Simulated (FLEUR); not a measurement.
# Sn (Fd-3m) in FLEUR: further runs

The runs below take Sn through band structure, equation of state, with PBE.

All numbers are computed with FLEUR MaX-R8.1 (later development tree); they aren't measurements. Logs are shortened: lines on timing, memory, paths and dates and some standing lists are left out, and cuts for length are marked.

**1. The structure**

Symmetry: Fd-3m, No. 227, cubic system. Conventional cell: a = 6.467 Å, b = 6.467 Å, c = 6.467 Å, α = 90.00°, β = 90.00°, γ = 90.00°. Sn (site symmetry -43m) is surrounded by 4 Sn at 2.80 Å.

This isn't the form of Sn at room conditions, which is tetragonal (white tin).

**2. Band structure, PBE**

Input file inp.xml:

```xml
<?xml version="1.0" encoding="UTF-8" standalone="no"?>
<fleurInput fleurInputVersion="0.39">
   <comment>
      Sn                                                                                                  
   </comment>
   <calculationSetup>
      <cutoffs Kmax="3.5" Gmax="17.5" GmaxXC="17.5" numbands="0"/>
      <scfLoop itmax="60" minDistance="0.00001" maxIterBroyd="15" imix="Anderson" alpha="0.05" precondParam="0.0" spinf="2.0" sdNocoIR="T"/>
      <coreElectrons ctail="T" frcor="F" kcrel="0" coretail_lmax="0"/>
      <xcFunctional name="pbe" relativisticCorrections="F"/>
      <magnetism jspins="1"/>
      <soc l_soc="F" theta="0.0" phi="0.0" spav="F"/>
      <expertModes spex="0" secvar="F"/>
      <geometryOptimization l_f="F" forcealpha="1.0" forcemix="BFGS" epsdisp="0.00001" epsforce="0.00001"/>
      <ldaU l_linMix="F" mixParam="0.05" spinf="1.0"/>
   </calculationSetup>
   <cell>
      <bzIntegration valenceElectrons="44.0" mode="hist" fermiSmearingEnergy="0.00183747">
         <kPointListSelection listName="default-1"/>
         <!-- k-points included here -->
         <xi:include xmlns:xi="http://www.w3.org/2001/XInclude" href="kpts.xml"> </xi:include>
      </bzIntegration>
      <!-- symmetry operations included here -->
      <xi:include xmlns:xi="http://www.w3.org/2001/XInclude" href="sym.xml"> </xi:include>
      <bulkLattice scale="1.0">
         <bravaisMatrix>
            <row-1>    0.0000000000000000     6.1101323589473129     6.1101323589473129</row-1>
            <row-2>    6.1101323589473129     0.0000000000000000     6.1101323589473129</row-2>
            <row-3>    6.1101323589473129     6.1101323589473129     0.0000000000000000</row-3>
         </bravaisMatrix>
      </bulkLattice>
   </cell>
   <atomSpecies>
      <species name="Tin (Sn)" element="Sn" atomicNumber="50">
         <mtSphere radius="2.45" gridPoints="811" logIncrement="0.016"/>
         <atomicCutoffs lmax="9" lnonsphr="7"/>
         <electronConfig flipSpins="F">
            <coreConfig>(1s1/2) (2s1/2) (2p1/2) (2p3/2) (3s1/2) (3p1/2) (3p3/2) (3d3/2) (3d5/2)</coreConfig>
            <valenceConfig>(4s1/2) (4p1/2) (4p3/2) (5s1/2) (4d3/2) (4d5/2) (5p1/2) (5p3/2)</valenceConfig>
            <stateOccupation state="(5p1/2)" spinUp="0.333333" spinDown="0.333333"/>
            <stateOccupation state="(5p3/2)" spinUp="0.666667" spinDown="0.666667"/>
         </electronConfig>
         <energyParameters s="5" p="5" d="4" f="4"/>
         <lo type="SCLO" l="0" n="4" eDeriv="0"/>
         <lo type="SCLO" l="1" n="4" eDeriv="0"/>
         <lo type="SCLO" l="1" n="4" eDeriv="1"/>
         <lo type="SCLO" l="2" n="4" eDeriv="2"/>
         <lo type="SCLO" l="3" n="4" eDeriv="2"/>
      </species>
   </atomSpecies>
   <atomGroups>
      <atomGroup species="Tin (Sn)">
         <relPos label="                   1">-3.000/8.000 -3.000/8.000 -3.000/8.000</relPos>
         <relPos label="                   2">3.000/8.000 3.000/8.000 3.000/8.000</relPos>
         <force calculate="T" relaxXYZ="TTT"/>
      </atomGroup>
   </atomGroups>
   <output dos="F" band="F" slice="F">
      <checks vchk="F" cdinf="F"/>
      <bandDOS minEnergy="-.5*Htr" maxEnergy="0.5*Htr" sigma="0.015" storeEVData="T"/>
      <vacuumDOS vacdos="F" integ="F" star="F" nstars="0" locx1="0.0" locy1="0.0" locx2="0.0" locy2="0.0" nstm="0" tworkf="0.0"/>
      <unfoldingBand unfoldBand="F" supercellX="1" supercellY="1" supercellZ="1"/>
      <plotting iplot="0" polar="F">
         <plot TwoD="T" vec1="  1.0  0.0  0.0" vec2="  0.0  1.0  0.0" vec3="  0.0  0.0  1.0" zero="  0.0  0.0  0.0" file="plot"/>
      </plotting>
      <chargeDensitySlicing numkpt="0" minEigenval="0.0" maxEigenval="0.0" nnne="0" pallst="F"/>
      <specialOutput eonly="F"/>
      <moessbauerParams electricFieldGradient="T" isomerShift="T" coreHyperfine="T" valenceHyperfine="T"/>
      <magneticCircularDichroism mcd="F" energyLo="-10.0" energyUp="0.0"/>
   </output>
  <!-- We include the file relax.xml here to enable relaxations (see documentation) -->
  <xi:include xmlns:xi="http://www.w3.org/2001/XInclude" href="relax.xml"> <xi:fallback/> </xi:include>
</fleurInput>
```

Input file crystal.txt:

```
Sn
&input cartesian=F /
0.0000000000  3.2333428000  3.2333428000
3.2333428000  0.0000000000  3.2333428000
3.2333428000  3.2333428000  0.0000000000
1.8897261246
1.0 1.0 1.0

2
50 0.7500000000  0.7500000000  0.7500000000
50 0.5000000000  0.5000000000  0.5000000000

&kpt div1=7 div2=7 div3=7 gamma=T /
```

Input file inp.xml (bands):

```
<?xml version="1.0" encoding="UTF-8" standalone="no"?>
<fleurInput fleurInputVersion="0.39">
   <comment>
      Sn                                                                                                  
   </comment>
   <calculationSetup>
      <cutoffs Kmax="3.5" Gmax="17.5" GmaxXC="17.5" numbands="0"/>
      <scfLoop itmax="60" minDistance="0.00001" maxIterBroyd="15" imix="Anderson" alpha="0.05" precondParam="0.0" spinf="2.0" sdNocoIR="T"/>
      <coreElectrons ctail="T" frcor="F" kcrel="0" coretail_lmax="0"/>
      <xcFunctional name="pbe" relativisticCorrections="F"/>
      <magnetism jspins="1"/>
      <soc l_soc="F" theta="0.0" phi="0.0" spav="F"/>
      <expertModes spex="0" secvar="F"/>
      <geometryOptimization l_f="F" forcealpha="1.0" forcemix="BFGS" epsdisp="0.00001" epsforce="0.00001"/>
      <ldaU l_linMix="F" mixParam="0.05" spinf="1.0"/>
   </calculationSetup>
   <cell>
      <bzIntegration valenceElectrons="44.0" mode="hist" fermiSmearingEnergy="0.00183747">
         <kPointListSelection listName="path-1"/>
         <!-- k-points included here -->
         <xi:include xmlns:xi="http://www.w3.org/2001/XInclude" href="kpts.xml"> </xi:include>
      </bzIntegration>
      <!-- symmetry operations included here -->
      <xi:include xmlns:xi="http://www.w3.org/2001/XInclude" href="sym.xml"> </xi:include>
      <bulkLattice scale="1.0">
         <bravaisMatrix>
            <row-1>    0.0000000000000000     6.1101323589473129     6.1101323589473129</row-1>
            <row-2>    6.1101323589473129     0.0000000000000000     6.1101323589473129</row-2>
            <row-3>    6.1101323589473129     6.1101323589473129     0.0000000000000000</row-3>
         </bravaisMatrix>
      </bulkLattice>
   </cell>
   <atomSpecies>
      <species name="Tin (Sn)" element="Sn" atomicNumber="50">
         <mtSphere radius="2.45" gridPoints="811" logIncrement="0.016"/>
         <atomicCutoffs lmax="9" lnonsphr="7"/>
         <electronConfig flipSpins="F">
            <coreConfig>(1s1/2) (2s1/2) (2p1/2) (2p3/2) (3s1/2) (3p1/2) (3p3/2) (3d3/2) (3d5/2)</coreConfig>
            <valenceConfig>(4s1/2) (4p1/2) (4p3/2) (5s1/2) (4d3/2) (4d5/2) (5p1/2) (5p3/2)</valenceConfig>
            <stateOccupation state="(5p1/2)" spinUp="0.333333" spinDown="0.333333"/>
            <stateOccupation state="(5p3/2)" spinUp="0.666667" spinDown="0.666667"/>
         </electronConfig>
         <energyParameters s="5" p="5" d="4" f="4"/>
         <lo type="SCLO" l="0" n="4" eDeriv="0"/>
         <lo type="SCLO" l="1" n="4" eDeriv="0"/>
         <lo type="SCLO" l="1" n="4" eDeriv="1"/>
         <lo type="SCLO" l="2" n="4" eDeriv="2"/>
         <lo type="SCLO" l="3" n="4" eDeriv="2"/>
      </species>
   </atomSpecies>
   <atomGroups>
      <atomGroup species="Tin (Sn)">
         <relPos label="                   1">-3.000/8.000 -3.000/8.000 -3.000/8.000</relPos>
         <relPos label="                   2">3.000/8.000 3.000/8.000 3.000/8.000</relPos>
         <force calculate="T" relaxXYZ="TTT"/>
      </atomGroup>
   </atomGroups>
   <output dos="F" band="T" slice="F">
      <checks vchk="F" cdinf="F"/>
      <bandDOS minEnergy="-.5*Htr" maxEnergy="0.5*Htr" sigma="0.015" storeEVData="T"/>
      <vacuumDOS vacdos="F" integ="F" star="F" nstars="0" locx1="0.0" locy1="0.0" locx2="0.0" locy2="0.0" nstm="0" tworkf="0.0"/>
      <unfoldingBand unfoldBand="F" supercellX="1" supercellY="1" supercellZ="1"/>
      <plotting iplot="0" polar="F">
         <plot TwoD="T" vec1="  1.0  0.0  0.0" vec2="  0.0  1.0  0.0" vec3="  0.0  0.0  1.0" zero="  0.0  0.0  0.0" file="plot"/>
      </plotting>
      <chargeDensitySlicing numkpt="0" minEigenval="0.0" maxEigenval="0.0" nnne="0" pallst="F"/>
      <specialOutput eonly="F"/>
      <moessbauerParams electricFieldGradient="T" isomerShift="T" coreHyperfine="T" valenceHyperfine="T"/>
      <magneticCircularDichroism mcd="F" energyLo="-10.0" energyUp="0.0"/>
   </output>
  <!-- We include the file relax.xml here to enable relaxations (see documentation) -->
  <xi:include xmlns:xi="http://www.w3.org/2001/XInclude" href="relax.xml"> <xi:fallback/> </xi:include>
</fleurInput>
```

Potentials or basis: all-electron, FLAPW.

The run is started by

```sh
inpgen -f crystal.txt -profile veryFastHighL
# inp.xml edited to the form shown
fleur_MPI
fleur_MPI   # second run, on inp.xml (bands)
```

Standard output:

```text
Welcome to FLEUR        (www.flapw.de)
      MaX-Release 8.1          (www.max-centre.eu)

 ========== k-point set info ==========
 Selected k-point list: default-1
 k-point list type: mesh
 7 x 7 x 7
 Number of k points: 20

 ------------Calculation Setup---------------------------
 Number of MPI-tasks      :            1
 Number of PE/node        :            1
 Number of OMP-threads    :            1
 Most efficient MPI parallelization for:
           1           2           4           5          10          20
 Additional eigenvalue parallelization possible
 Number of basis functions:          408
 Approximate size of matrices (H+S) per k-point:         0.002 GB
 --------------------------------------------------------
 Iteration:     1   Distance:       5.19111128 me/bohr^3
 Iteration:     2   Distance:       4.89389623 me/bohr^3
 Iteration:     3   Distance:       1.32423085 me/bohr^3
 Iteration:     4   Distance:       0.20196566 me/bohr^3
 Iteration:     5   Distance:       0.17882336 me/bohr^3
 Iteration:     6   Distance:       0.02276936 me/bohr^3
 Iteration:     7   Distance:       0.01678609 me/bohr^3
 Iteration:     8   Distance:       0.00514063 me/bohr^3
 Iteration:     9   Distance:       0.00062985 me/bohr^3
 Iteration:    10   Distance:       0.00070516 me/bohr^3
 Iteration:    11   Distance:       0.00004603 me/bohr^3
 Iteration:    12   Distance:       0.00001199 me/bohr^3
 Iteration:    13   Distance:       0.00000334 me/bohr^3

 ********************************************************************
 Run finished successfully
 Stop message:
   all done
 ********************************************************************
```

output (bands):

```text
Welcome to FLEUR        (www.flapw.de)
      MaX-Release 8.1          (www.max-centre.eu)

 ========== k-point set info ==========
 Selected k-point list: path-1
 k-point list type: path
 Number of k points: 60

 ------------Calculation Setup---------------------------
 Number of MPI-tasks      :            1
 Number of PE/node        :            1
 Number of OMP-threads    :            1
 Most efficient MPI parallelization for:
           1           2           3           4           5           6          10          12          15          20          30          60
 Additional eigenvalue parallelization possible
 Number of basis functions:          413
 Approximate size of matrices (H+S) per k-point:         0.003 GB
 --------------------------------------------------------
 Fermi energy correction for metals:
 Fermi energy in bands.* files may not be consistent with last density.
 Please correct it manually (e.g. in band.gnu file).

 Note: Band structure data (together with different weights) is also stored in the banddos.hdf file.
       A convenient way of extracting and plotting the data from that file is by making use of the

 ********************************************************************
 Run finished successfully
 Stop message:
   Charge density postprocessing done.
 ********************************************************************
```

out.xml (last iteration):

```text
<iteration numberForCurrentRun="   13" overallNumber="   13">
         <energyParameters units="Htr">
            <atomicEP atomType="1" spin="1" branch="5s" branchLowest="-4.55" branchHighest="0.89" value="-0.1163628187"/>
            <atomicEP atomType="1" spin="1" branch="5p" branchLowest="-2.92" branchHighest="1.58" value="0.0817839202"/>
            <atomicEP atomType="1" spin="1" branch="4d" branchLowest="-17.01" branchHighest="-0.53" value="-0.5722657547"/>
            <atomicEP atomType="1" spin="1" branch="4f" branchLowest="-9.99" branchHighest="1.87" value="0.4201023165"/>
            <loAtomicEP atomType="1" spin="1" branch="4s" branchLowest="-30.67" branchHighest="-4.55" value="-4.5535125955"/>
            <loAtomicEP atomType="1" spin="1" branch="4p" branchLowest="-25.29" branchHighest="-2.92" value="-2.9369218019"/>
            <loAtomicEP atomType="1" spin="1" branch="4p" branchLowest="-25.29" branchHighest="-2.92" value="-2.9369218019"/>
            <loAtomicEP atomType="1" spin="1" branch="4d" branchLowest="-17.01" branchHighest="-0.53" value="-0.5849129624"/>
            <loAtomicEP atomType="1" spin="1" branch="4f" branchLowest="-9.99" branchHighest="1.87" value="0.4201049469"/>
         </energyParameters>
         <eigenvalues>
            <eigenvaluesAt spin="1" ikpt="1" k_x="0.00000000" k_y="0.00000000" k_z="0.00000000">
                      -4.5535658585       -4.5534488444       -2.9287142375       -2.9287142375       -2.9287142375
                      -2.9281619836       -2.9281619836       -2.9281619836       -0.5936677089       -0.5936677089
                      -0.5936677089       -0.5914368289       -0.5914368289       -0.5797314540       -0.5797314540
                      -0.5797314540       -0.5793276088       -0.5793276088       -0.1898849277        0.1822078008
                       0.2056573771        0.2056573771        0.2056573771        0.2819354407        0.2819354407
                       0.2819354407        0.3877108668        0.4961642396        0.4961642396        0.5089344565
                       0.5089344565        0.5089344565        0.6031524170        0.8537330863
            </eigenvaluesAt>
            <eigenvaluesAt spin="1" ikpt="2" k_x="0.00000000" k_y="0.00000000" k_z="0.14285714">
                      -4.5535615775       -4.5534527815       -2.9287191650       -2.9287191650       -2.9286966027
                      -2.9281749867       -2.9281544646       -2.9281544646       -0.5941567368       -0.5941567368
                      -0.5935210093       -0.5906797805       -0.5906797805       -0.5806587501       -0.5806587501
[... 44 lines left out ...]
         </coreStates>
         <allElectronCharges>
            <spinDependentCharge spin="1" total="100.0000000" interstitial="4.3113379" mtSpheres="95.6886621"/>
            <totalCharge value="99.9999999991"/>
         </allElectronCharges>
         <moessbauerParams unitsHFF="kG" unitsIS="e/bohr^3" unitsEFG="Htr/bohr^2">
            <coreIsomerShift atomType="1" isTotal="193625.60618">
               <shell n="1" l="0" isomerShift="169345.55447"/>
               <shell n="2" l="0" isomerShift="19846.72442"/>
               <shell n="2" l="1" isomerShift="477.90137"/>
               <shell n="3" l="0" isomerShift="3855.19274"/>
               <shell n="3" l="1" isomerShift="100.23315"/>
               <shell n="3" l="2" isomerShift="0.00002"/>
            </coreIsomerShift>
            <isomerShift atomType="1" nucleusRadius="0.0001161" averageDensity="194467.22608"/>
            <electricFieldGradient atomType="1" VXX="0.00000" VYY="0.00000" VZZ="0.00000" asymParam="0.00000">
            </electricFieldGradient>
         </moessbauerParams>
         <totalEnergy                                    value="   -12358.1662349379" units="Htr">
            <sumOfEigenvalues                            value="    -7464.7804647923">
               <coreElectrons value="-7399.9374857178"/>
               <valenceElectrons value="-64.8429790746"/>
            </sumOfEigenvalues>
            <densityCoulombPotentialIntegral value="-20044.1853167223"/>
            <densityEffectivePotentialIntegral value="-20475.8352289333"/>
            <chargeDenXCDenIntegral value="-330.7625623531"/>
            <FockExchangeEnergyValence value="0.0000000000"/>
            <FockExchangeEnergyCore value="0.0000000000"/>
            <atomTypeDependentContributions atomType="1">
               <electronNucleiInteractionDifferentMTs value="14967.5773019542"/>
               <MadelungTerm value="-48.7884764104"/>
            </atomTypeDependentContributions>
            <tkbTimesEntropy value="0.0000634972"/>
            <freeEnergy value="-12358.1662984351"/>
            <extrapolationTo0K value="-12358.1662666865"/>
         </totalEnergy>
         <densityConvergence units="me/bohr^3">
            <chargeDensity spin="1" distance="0.0000033371"/>
         </densityConvergence>
      </iteration>
```

It took 28 s on 1 thread of Arm Neoverse V1, shared host; peak memory 0.09 GiB.

Results:

```yaml
Free_energy: -336282.8364 eV
Band_gap_along_the_path: none (metal or under the smearing width)
Valence_electrons_inside_the_program's_atomic_spheres: Sn 19.84 (radii Sn 2.45 bohr)
```

Levels at the corners of the path, in eV from the Fermi level:
| point | band 19 | band 20 | band 21 | band 22 | band 23 | band 24 | band 25 | band 26 |
| --- | --- | --- | --- | --- | --- | --- | --- | --- |
| Γ | -10.67 | -0.54 | 0.10 | 0.10 | 0.10 | 2.17 | 2.17 | 2.17 |
| X | -7.53 | -7.53 | -2.49 | -2.49 | 0.83 | 0.83 | 7.81 | 7.81 |
| W | -7.47 | -7.47 | -3.07 | -3.07 | 3.48 | 3.48 | 4.06 | 4.06 |
| K | -7.94 | -7.04 | -3.41 | -2.12 | 1.11 | 3.40 | 5.83 | 6.06 |
| Γ | -10.67 | -0.54 | 0.10 | 0.10 | 0.10 | 2.17 | 2.17 | 2.17 |
| L | -9.02 | -6.32 | -1.12 | -1.12 | 0.03 | 3.25 | 3.25 | 5.66 |
| U | -7.94 | -7.04 | -3.41 | -2.12 | 1.11 | 3.40 | 5.83 | 6.06 |
| W | -7.47 | -7.47 | -3.07 | -3.07 | 3.48 | 3.48 | 4.06 | 4.06 |
| L | -9.02 | -6.32 | -1.12 | -1.12 | 0.03 | 3.25 | 3.25 | 5.66 |
| K | -7.94 | -7.04 | -3.41 | -2.12 | 1.11 | 3.40 | 5.83 | 6.06 |
| U | -7.94 | -7.04 | -3.41 | -2.12 | 1.11 | 3.40 | 5.83 | 6.06 |
| X | -7.53 | -7.53 | -2.49 | -2.49 | 0.83 | 0.83 | 7.81 | 7.81 |

Core levels (eV from the Fermi level):
| atom | levels |
| --- | --- |
| 1 Sn | 1s1/2 -28991.2, 2s1/2 -4371.6, 2p1/2 -4083.1, 2p3/2 -3852.4, 3s1/2 -840.1, 3p1/2 -722.9, 3p3/2 -680.8, 3d3/2 -473.7, 3d5/2 -465.0 |
| 2 Sn | 1s1/2 -28991.2, 2s1/2 -4371.6, 2p1/2 -4083.1, 2p3/2 -3852.4, 3s1/2 -840.1, 3p1/2 -722.9, 3p3/2 -680.8, 3d3/2 -473.7, 3d5/2 -465.0 |

Caveat: spin-orbit coupling is left out, which moves the levels of the heavy elements.

**3. Equation of state, PBE, 31.77 Å³/atom (volume scaled by 0.94)**

Edit inp.xml of step 2 so:

```diff
@@ -24,3 +24,3 @@
       <xi:include xmlns:xi="http://www.w3.org/2001/XInclude" href="sym.xml"> </xi:include>
-      <bulkLattice scale="1.0">
+      <bulkLattice scale="0.9795861087">
          <bravaisMatrix>
@@ -34,3 +34,3 @@
       <species name="Tin (Sn)" element="Sn" atomicNumber="50">
-         <mtSphere radius="2.45" gridPoints="811" logIncrement="0.016"/>
+         <mtSphere radius="2.38" gridPoints="811" logIncrement="0.016"/>
          <atomicCutoffs lmax="9" lnonsphr="7"/>
```

Potentials or basis: all-electron, FLAPW.

The run is started by

```sh
inpgen -f crystal.txt -profile veryFastHighL
# inp.xml edited to the form shown
fleur_MPI
```

Run time: 20 s. Hardware: 1 thread of Arm Neoverse V1, shared host; peak memory 0.08 GiB.

Results (log left out):

- Free energy: -336282.5838 eV
- Band gap on the k mesh: none (metal or under the smearing width)
- Valence electrons inside the program's atomic spheres: Sn 19.70 (radii Sn 2.38 bohr)

**4. Equation of state, PBE, 32.45 Å³/atom (volume scaled by 0.96)**

Edit inp.xml of step 3 so:

```diff
@@ -24,3 +24,3 @@
       <xi:include xmlns:xi="http://www.w3.org/2001/XInclude" href="sym.xml"> </xi:include>
-      <bulkLattice scale="0.9795861087">
+      <bulkLattice scale="0.9864848297">
          <bravaisMatrix>
```

The run is started by

```sh
inpgen -f crystal.txt -profile veryFastHighL
# inp.xml edited to the form shown
fleur_MPI
```

It took 21 s on 1 thread of Arm Neoverse V1, shared host; peak memory 0.08 GiB.

The run converged. Its results:

```
Free energy                                           : -336282.6426 eV
Band gap on the k mesh                                : none (metal or under the smearing width)
Valence electrons inside the program's atomic spheres : Sn 19.68 (radii Sn 2.38 bohr)
```

(Continued in part 2 of 2.)
